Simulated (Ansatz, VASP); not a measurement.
## NiO: VASP beside Ansatz

File INCAR:

```
SYSTEM = NiO
PREC = Accurate
ENCUT = 520
EDIFF = 1E-6
ISMEAR = 0
SIGMA = 0.024
LREAL = .FALSE.
LASPH = .TRUE.
NELM = 100
ALGO = Normal
ISIF = 2
LWAVE = .FALSE.
LCHARG = .FALSE.
ISPIN = 2
MAGMOM = 1 0
LORBIT = 11
LMAXMIX = 4
GGA = PE
```

The input KPOINTS:

```
regular mesh
0
G
  11 11 11
  0 0 0
```

The input POSCAR:

```
NiO
1.0
    0.0000000000      2.0859016414      2.0859016414
    2.0859016414      0.0000000000      2.0859016414
    2.0859016414      2.0859016414      0.0000000000
Ni O
1 1
Direct
    0.0000000000      0.0000000000      0.0000000000
    0.5000000000      0.5000000000      0.5000000000
```

input.yaml

```yaml
crystal:
  lattice:
    - [0.0, 2.0859016414, 2.0859016414]
    - [2.0859016414, 0.0, 2.0859016414]
    - [2.0859016414, 2.0859016414, 0.0]
  atoms:
    - { symbol: Ni, position: [0.0, 0.0, 0.0], spin: 1.0 }
    - { symbol: O, position: [0.5, 0.5, 0.5] }
hamiltonian:
  xc: pbe
  pseudopotentials: { kind: paw }
magnetization:
  spin_polarized: true
kpoints:
  mp_grid: { grid: [11, 11, 11] }
scf:
  occupations: { method: gaussian, width: 0.024 }
output:
  forces: true
  stress: true
  eigenvalues: true
```

Alike in both runs: task single point; functional PBE; k mesh 11 × 11 × 11; occupations gaussian, width 0.024 eV; collinear spin, ferromagnetic start.

|  | VASP | Ansatz |
| --- | --- | --- |
| version | VASP 6.6.1 | Ansatz 0.2.0 |
| potentials or method | VASP PAW PBE potentials, release 64 (Ni, O) | Ansatz PAW |
| plane-wave cutoff (eV) | 520 | 420 |
| valence electrons in the cell | 16 | 24 |

Ansatz gave:

```
gap on the k mesh at the Fermi level (eV)                     : none
pressure (GPa)                                                : 6.3
net moment per atom (μB)                                      : 0.90
size of the moment on the site where the two differ most (μB) : 0.29
```

Problem. What did VASP give for the same quantities?

Solution. gap on the k mesh at the Fermi level (eV): none; pressure (GPa): 6.0; net moment per atom (μB): 0.88; size of the moment on the site where the two differ most (μB): 0.27.

Site moments also hang on the region over which each program counts them. A gap of «none» marks a metal or a gap that the smearing closes. The two sets of potentials don't hold the same shells in valence.

Caveats: a cell with one magnetic atom can't hold antiferromagnetic order, which such compounds often take; semilocal functionals often make such compounds metallic where correlation or magnetic order opens a gap, which also shifts bond lengths; the pressure holds a Pulay correction of +0.7 GPa for the finite cutoff (Ansatz). With open d or f shells a metallic result of PBE can be an artefact of self-interaction; +U or a hybrid may open a gap.
